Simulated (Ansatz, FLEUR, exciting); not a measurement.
**One calculation of NaCl, 3 ways**

```
Cl Na
1.0
     0.00000    2.79406    2.79406
     2.79406    0.00000    2.79406
     2.79406    2.79406    0.00000
Cl Na
1 1
Direct
  0.50000 0.50000 0.50000
  0.00000 0.00000 0.00000
```

The cell is a database's computed one, not the measured one.

Alike in all runs: task band structure; functional BLYP; k mesh 8 × 8 × 8; occupations fermi-dirac, width 0.05 eV; no spin polarisation; no spin-orbit coupling. Gaps are the smaller of the mesh's and the band path's.

```csv
program and potentials,plane-wave cutoff (eV),notes,band gap (eV)
"FLEUR, all-electron, FLAPW",-,-,5.24
"exciting, all-electron LAPW+lo, shipped species files, valence relativity iora*",-,-,5.24
"Ansatz, all-electron LAPW, scalar-relativistic",-,-,?
```

Task: Estimate from the other rows what the run with Ansatz, all-electron LAPW, scalar-relativistic gave.

Result: Band gap 5.25 eV. The other rows, which needn't bracket it: band gap 5.24.
